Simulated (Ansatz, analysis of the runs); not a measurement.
# A defect in a wire: Pt wire along [110], 2 atoms a period, NO placed on top of one Pt, part 3 of 3

What does the defect do to the conductance?

Ansatz 0.2.0; DFT PBE, plane waves, PAW; relaxation of a wire's period (the session's first sound run).

So far, conductance of the lead as this run defines it (G₀): step 3 (the perfect wire) 6.84.

## 5. Transmission (continued)

Level of this step: DFT PBE, plane waves, PAW; transmission of a junction in a wire (Ansatz).

The transmission, one spin by energy, zero at the Fermi level:

energy (eV), transmission, one spin and a bar from the least value:
```
    -1.50       2.60 ####################
    -1.43       2.70 #####################
    -1.32       2.86 #######################
    -1.25       3.08 #########################
    -1.19       3.38 #############################
    -1.15       3.49 ##############################
    -1.11       3.47 ##############################
    -1.01       3.29 ############################
    -0.94       2.81 ######################
    -0.87       2.31 #################
    -0.77       1.97 #############
    -0.69       2.15 ###############
    -0.62       1.99 #############
    -0.52       1.98 #############
    -0.45       1.72 ##########
    -0.38       1.83 ###########
    -0.31       1.98 #############
    -0.20       2.19 ###############
    -0.14       2.35 #################
    -0.07       2.44 ##################
    -0.03       2.45 ##################
     0.01       2.44 ##################
     0.04       2.39 ##################
     0.11       2.02 #############
     0.18       1.94 #############
     0.28       1.43 #######
     0.35       1.29 #####
     0.42       1.25 #####
     0.49       1.26 #####
     0.60       1.36 ######
     0.67       1.36 ######
     0.74       1.33 ######
     0.84       1.21 ####
     0.92       1.08 ###
     0.98       0.90 #
     1.09       0.82 
     1.16       0.94 #
     1.23       1.09 ###
     1.30       1.23 #####
     1.41       1.42 #######
     1.48       1.52 ########
```

Table of open channels of the lead, one spin by energy, zero at the Fermi level:

```csv
energy (eV),"open channels of the lead, one spin"
-1.50,7
-1.43,7
-1.32,7
-1.25,7
-1.19,7
-1.11,7
-1.01,8
-0.94,8
-0.87,9
-0.77,5
-0.69,8
-0.62,8
-0.52,8
-0.45,6
-0.38,6
-0.31,6
-0.20,6
-0.14,7
-0.07,7
0.01,7
0.04,7
0.11,5
0.18,5
0.28,4
0.35,4
0.42,4
0.49,4
0.60,3
0.67,3
0.74,3
0.84,3
0.92,3
0.98,3
1.09,2
1.16,2
1.23,2
1.30,2
1.41,2
1.48,2
```

By hand: the program gives 2.5486 × 10^14 S/m² over the cell's cross-section of 72.07 Å² = 7.207 × 10^-19 m², so one cell conducts 1.837 × 10^-4 S. Divided by G0 = 2e²/h = 7.748 × 10^-5 S this is 2.37 G0, a resistance of 5.44 kΩ.

The conductance is 2.37 G₀, with 7 channels a spin open in the lead. The lead's Hamiltonian steps by 34.4 meV, which the program calls too much for a lead. The largest term of the program's error estimate is 7 %, from the steps of its leads' Hamiltonians or their offsets.

## 6. Conductance and thermopower from T(E)

This step: Landauer integrals over the computed T(E), interpolated linearly between its energies (analysis of the runs above).

Conductance and thermopower are moments of T(E) over the thermal window; sliding the window along E stands for a gate that leaves T(E) rigid.

This step gave:

- conductance at 300 K, interpolated from T(E): 2.389 G₀
- thermopower at 300 K: 4.601 μV/K
- Lorenz number over L0: 0.9498

T(E) held rigid; rough near sharp steps of T(E). Table of conductance at 300 K by shift of the leads' level:

shift of the leads' level (eV), conductance at 300 K (G₀) and a bar from the least value:
```
   -1.150       3.31 ##############################
   -1.100       3.07 ###########################
   -1.050       2.95 ##########################
   -0.950       2.82 ########################
   -0.900       2.50 ####################
   -0.850       2.29 ##################
   -0.800       2.15 ################
   -0.700       2.08 ###############
   -0.650       2.07 ###############
   -0.600       2.02 ###############
   -0.550       1.99 ##############
   -0.450       1.81 ############
   -0.400       1.81 ############
   -0.350       1.91 #############
   -0.300       2.05 ###############
   -0.200       2.21 #################
   -0.150       2.27 #################
   -0.100       2.37 ###################
   -0.050       2.42 ###################
    0.050       2.26 #################
    0.100       2.09 ###############
    0.150       1.98 ##############
    0.200       1.88 #############
    0.300       1.48 ########
    0.350       1.34 ######
    0.400       1.28 ######
    0.450       1.26 #####
    0.550       1.31 ######
    0.600       1.34 ######
    0.650       1.35 ######
    0.700       1.34 ######
    0.800       1.26 #####
    0.850       1.19 ####
    0.900       1.10 ###
    0.950       0.99 ##
    1.050       0.82 
    1.100       0.85 
    1.150       0.93 #
```

T(E) held rigid; rough near sharp steps of T(E). Thermopower at 300 K against shift of the leads' level:

```csv
shift of the leads' level (eV),thermopower at 300 K (μV/K)
-1.150,4.20
-1.050,-0.467
-1.000,3.37
-0.900,15.4
-0.850,10.7
-0.750,2.49
-0.650,2.64
-0.600,2.91
-0.500,7.08
-0.450,3.65
-0.350,-8.84
-0.300,-10.1
-0.200,-2.22
-0.100,-4.56
-0.050,-0.431
0.050,10.2
0.100,9.69
0.200,10.5
0.300,18.1
0.350,10.6
0.450,0.0940
0.500,-2.72
0.600,-2.03
0.650,0.121
0.750,4.38
0.850,10.0
0.900,13.3
1.000,15.1
1.050,1.24
1.150,-13.6
```

The two levels move by half the bias each and T(E) is held rigid. Table of current from the zero-bias T(E) by bias:

```csv
bias (V),current from the zero-bias T(E) (μA)
0.000,0
0.100,18.4
0.200,36.1
0.300,53.0
0.400,69.0
0.500,84.5
0.600,98.9
0.700,112
0.800,124
0.900,136
1.000,148
1.100,161
1.200,174
1.300,187
1.400,200
1.500,213
1.600,226
1.700,240
1.800,254
1.900,268
2.000,283
```

By hand, Mott's formula: S = −(π²k²T/3e) d ln T/dE, and π²k²T/3e = 7.33 μV/K × eV at 300 K. The computed T is 2.44 at -0.065 eV and 2.09 at +0.075 eV, so d ln T/dE ≈ -1.09 per eV and S ≈ 8.01 μV/K, against 4.60 from the integrals. The two differ since ln T is not straight over the thermal window.

The thermopower is 4.60 μV/K. The Lorenz ratio is 0.95, where the Wiedemann-Franz law gives 1. Moving the level by up to 0.1 eV either way gives -4.6 to 10 μV/K.

## 7. Summary of results

- conductance of the perfect wire: 6.84 G₀
- conductance, NO placed on top of one Pt: 2.37 G₀
- thermopower, NO placed on top of one Pt: 4.60 μV/K

Summed over the computed window, 36 % of the lead's open channels pass the defect; the conductance at 300 K is 2.37 G₀. With NO placed on top of one Pt, 36 % of the conductance of that run's own lead (6.57 G₀) is left. Transport is coherent and elastic here: the atoms are frozen, so scattering by vibrations plays no part. In the perfect wire the moments were started parallel, and no opposed start was run. With NO placed on top of one Pt several atoms of the wire itself moved far in the relaxation, so the changed stretch between the held leads may scatter as well as the defect. Adsorbates are named by the site where they were placed; the distances after each relaxation show where they ended. The free region is short: held atoms still bear up to 0.7 eV/Å after a relaxation. Spin-orbit coupling is left out, which matters for the bands of heavy atoms. In 1 run the program finds the step of the lead's Hamiltonian too large, so longer leads may change the transmission. A junction with open d shells ran without spin, after the few moments seeded in its relaxation died away; moments on all d atoms were not tried. A cell with an odd number of electrons ran without spin; a level of the scatterer near the Fermi level could split if spin were allowed. The program marked the mesh across the current as unconverged: one point across may be too few, as where atoms come near their images or a face has no vacuum.

[Logs are printed without paths, hosts, clocks, repeated set-up lines and the standing remarks that a program may print on its own settings, such as how far it seeks lower states.]

[Hosts, paths, dates, database ids (printed as entryN), source tags and the programs' standing remarks are cut or masked in the printed files.]
